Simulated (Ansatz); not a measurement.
## Ti at several levels of theory

One geometry, relaxed with PBE, and single points on it; plane waves with PAW potentials in Ansatz, scalar-relativistic unless the row names spin-orbit coupling. No spin polarisation. Meshes are on the primitive cell of 1 atom. Gaps are the least over mesh and band path; pressure is positive in compression. Smearing is Gaussian, 0.10 eV.

```cif
data_structure
_symmetry_space_group_name_H-M 'Fm-3m'
_symmetry_Int_Tables_number 225
_cell_length_a 4.1120
_cell_length_b 4.1120
_cell_length_c 4.1120
_cell_angle_alpha 90.000
_cell_angle_beta 90.000
_cell_angle_gamma 90.000
_cell_volume 69.53
loop_
_atom_site_label
_atom_site_type_symbol
_atom_site_symmetry_multiplicity
_atom_site_Wyckoff_symbol
_atom_site_fract_x
_atom_site_fract_y
_atom_site_fract_z
_atom_site_occupancy
Ti1 Ti 4 a 0.00000 0.00000 0.00000 1
```

```csv
level,cutoff (eV),k mesh,gap (eV),pressure (GPa),rough cost with bands (core-min)
PBE,420,18×18×18,0,0.0,0.12
r2SCAN,500,18×18×18,0,-0.1,0.27
LDA,420,18×18×18,0,-8.7,0.18
```

This fcc form isn't the element's structure at ambient conditions.